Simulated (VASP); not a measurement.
ZnS (Wurtzite-4H):

```
Zn S
1.0
     3.82270    0.00000    0.00000
    -1.91135    3.31056    0.00000
     0.00000    0.00000   12.52000
Zn S
4 4
Direct
  0.66667 0.33333 0.75000
  0.33333 0.66667 0.25000
  0.00000 0.00000 0.50000
  0.00000 0.00000 0.00000
  0.66667 0.33333 0.93750
  0.33333 0.66667 0.43750
  0.00000 0.00000 0.68750
  0.00000 0.00000 0.18750
```

| Property | Result |
| --- | --- |
| Program | VASP 6.6.1 |
| Task | relaxation of cell and atoms |
| Functional | PBEsol |
| Dispersion | rVV10 |
| Potentials or basis | VASP PAW PBE potentials, release 64 (Zn, S) |
| Cutoff | 600 eV |
| k mesh | 8 × 8 × 3 |
| Occupations | fermi-dirac, width 0.05 eV |
| Spin | no spin polarisation |

At the start: pressure -2.4 GPa; volume 19.81 Å³/atom.

**Question.** How do energy, volume and symmetry change on relaxing?

**Answer.** Over 5 steps the energy falls by 5.1 meV/atom and the volume is 19.17 Å³/atom (-3.2 %); space group P6_3mc (No. 186, to 0.05 Å).

Step by step:
```tsv
step	energy change (eV)	largest force (eV/Å)	pressure (GPa)	volume (Å³)
1	0.0000	0.0413	-2.44	158.44
2	-0.0360	0.0189	0.90	151.63
3	-0.0406	0.0250	-0.02	153.29
4	-0.0406	0.0249	0.06	153.19
5	-0.0407	0.0090	-0.03	153.33
```

Final structure:
```xyz
8
Lattice="3.7820 0.0000 0.0000 -1.8910 3.2753 0.0000 0.0000 0.0000 12.3786" Properties=species:S:1:pos:R:3 pbc="T T T"
Zn    1.8910    1.0918    9.2843
Zn    0.0000    2.1835    3.0950
Zn   -1.8910    3.2753    6.1907
Zn    3.7820    0.0000    0.0014
S     1.8910    1.0918   11.6059
S     0.0000    2.1835    5.4166
S     0.0000    0.0000    8.5076
S     0.0000    0.0000    2.3183
```

Caveat: the PAW data sets were made with another functional, which shifts forces and pressure a little.
